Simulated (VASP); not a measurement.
Crystal: MgO.

```
Mg O
1.0
     3.29935    0.00000    0.00000
    -1.64967    2.85732    0.00000
     0.00000    0.00000    5.01226
Mg O
2 2
Direct
  0.33333 0.66667 0.00359
  0.66667 0.33333 0.50359
  0.33333 0.66667 0.40101
  0.66667 0.33333 0.90101
```

Measurements of this composition are mostly on another form, of space group No. 225.

Base run:

- Program: VASP 6.6.1
- Functional: r2SCAN
- Potentials or basis: VASP PAW PBE potentials, release 64 (Mg, O)
- Cutoff: 520 eV
- k mesh: 9 × 9 × 6
- Occupations: gaussian, width 0.03 eV
- Spin: no spin polarisation

Its results: band gap on the k mesh 4.16 eV, direct; pressure -1.0 GPa.

**Question.** The run is repeated on the same cell with these changes: functional from r2SCAN to PBEsol. What comes out?

**Answer.** Band gap on the k mesh 3.37 eV, direct; pressure 0.2 GPa.

r2SCAN gives the wider gap, since meta-GGAs in the generalised Kohn-Sham scheme recover part of the derivative discontinuity.

Caveats: the PAW data sets were made with another functional, which shifts forces and pressure a little.
